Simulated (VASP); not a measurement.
Wanted: the native input for a VASP 6.6.1 run.

- Task: single point
- Functional: PBE
- Potentials or basis: VASP PAW PBE potentials, release 64 (Mo_sv, Se)
- Cutoff: 520 eV
- k mesh: 9 × 9 × 2
- Occupations: gaussian, width 0.011 eV
- Spin: no spin polarisation
- Further INCAR settings: ALGO = Normal; EDIFF = 1e-06

The structure of MoSe2 lies in POSCAR:

```
MoSe2
1.0
    3.2880000000      0.0000000000      0.0000000000
   -1.6440000000      2.8474915276      0.0000000000
    0.0000000000      0.0000000000     12.9000000000
Mo Se
2 4
Direct
    0.6666666667      0.3333333333      0.7500000000
    0.3333333333      0.6666666667      0.2500000000
    0.6666666667      0.3333333333      0.3750000000
    0.3333333333      0.6666666667      0.8750000000
    0.6666666667      0.3333333333      0.1250000000
    0.3333333333      0.6666666667      0.6250000000
```

The input as run:

INCAR

```
  PREC = Accurate
  ENCUT = 520
  EDIFF = 1E-6
  ISMEAR = 0
  SIGMA = 0.011
  LREAL = False
  LASPH = True
  NELM = 80
  ALGO = Normal
  ISIF = 2
  LWAVE = False
  LCHARG = False
  GGA = PE
```

KPOINTS

```
regular mesh
0
Gamma
  9 9 2
```

Potentials or basis: VASP PAW PBE potentials, release 64 (Mo_sv, Se).

Command:

```sh
$ cat potpaw_PBE.64/Mo_sv/POTCAR potpaw_PBE.64/Se/POTCAR > POTCAR
$ mpirun -np 1 vasp_std > vasp.out
```

It gave:

- Pressure: 8.3 GPa
- Largest force: 1.145 eV/Å
- Band gap on the k mesh: 0.88 eV, indirect (least direct gap 1.38 eV)

Caveat: an odd mesh through Γ misses points on the zone boundary, where band edges often lie; the cell's inner coordinates are idealised or old, which leaves forces on the atoms; this functional lacks dispersion, which binds the layers, so the pressure and a relaxed spacing across them are unreliable.

It took 110 s on 1 thread of Intel(R) Xeon(R) Platinum 8488C (Sapphire Rapids), on a shared host, peak memory 0.25 GiB.
